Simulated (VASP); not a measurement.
**PbSe (Clausthalite): band structure with PBE**

The system is PbSe (Clausthalite).

```
Pb Se
1.0
     0.00000    3.06065    3.06065
     3.06065    0.00000    3.06065
     3.06065    3.06065    0.00000
Pb Se
1 1
Direct
  0.00000 0.00000 0.00000
  0.50000 0.50000 0.50000
```

```json
{"Program": "VASP 6.6.1", "Task": "band structure", "Functional": "PBE", "Potentials or basis": "VASP PAW PBE potentials, release 64 (Pb_d, Se)", "Cutoff": "520 eV", "k mesh": "6 × 6 × 6", "Occupations": "gaussian, width 0.02 eV", "Spin": "spin-orbit coupling, no magnetisation", "Ladder": "free", "Further INCAR settings": "ALGO = Fast; EDIFF = 1e-06"}
```

```
Pressure                                              : 1.9 GPa
Valence electrons inside the program's atomic spheres : Pb 11.87; Se 3.81
```

Wall time 2.1 min on 2 MPI ranks on AMD EPYC 9R45 (Zen 5), with other jobs on the host, peak memory 0.3 GiB a rank.
